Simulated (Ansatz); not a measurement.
**GaN under changes of volume**

One of the cells (11.564 Å³/atom); the others are scaled copies at fixed shape and fractional positions:

```
Ga N
1.0
     3.21154    0.00000    0.00000
    -1.60577    2.78127    0.00000
     0.00000    0.00000   10.35684
Ga N
4 4
Cartesian
  0.0000 0.0000 8.1391
  1.6058 0.9271 0.3868
  0.0000 1.8542 5.5652
  0.0000 0.0000 2.9607
  0.0000 0.0000 0.9636
  1.6058 0.9271 3.5601
  0.0000 0.0000 6.1420
  0.0000 1.8542 8.7385
```

The cell is a database's computed one.

| Item | Value |
| --- | --- |
| Program | Ansatz 0.2.0 |
| Functional | PBEsol |
| Potentials or basis | Ansatz PAW |
| Cutoff | 420 eV (not typed: the program's choice for these potentials) |
| k mesh | 10 × 10 × 3 |
| Occupations | fermi-dirac, width 0.05 eV |
| Spin | no spin polarisation |

```csv
volume (Å³/atom),energy over the lowest point (meV/atom),pressure (GPa),gap on the mesh (eV),largest force (eV/Å)
10.870,4.48,5.3,1.24,0.664
11.101,0.00,1.1,1.08,0.512
11.332,1.24,-2.7,0.92,0.372
11.564,7.60,-6.1,0.78,0.243
11.795,?,?,?,?
12.026,33.59,-11.7,0.50,0.240
12.257,52.27,-14.1,0.38,0.279
```

Task: What does the run at 11.795 Å³/atom give?

Result: Energy over the lowest point 18.57 meV/atom; pressure -9.1 GPa; gap on the mesh 0.64 eV; largest force 0.226 eV/Å.

Worked out: A Birch-Murnaghan fit of order 3 (a polynomial in V^(-2/3)) to the other rows has its minimum at 11.16 Å³/atom with B0 = V·E''(V) = 186 GPa and B' = 4.4 at fixed shape and positions, which overstates the stiffness. It gives 18.55 meV/atom at 11.795 Å³/atom, against the run's 18.57, and -dE/dV = -9.1 GPa, against -9.1. A straight line through the other rows of the gap, of slope -7.17 eV per unit of ln V (its deformation potential), gives 0.64 eV, against the run's 0.64.

Energies are extrapolated to zero smearing.

Caveats: odd divisions of the mesh miss points on the zone boundary, where band edges often lie, so the gap on the mesh can be too wide; the PAW data sets come from PBE, with cores solved anew for the run's functional, which leaves a small shift of forces and pressure.

Spin-orbit coupling on Ga is left out.
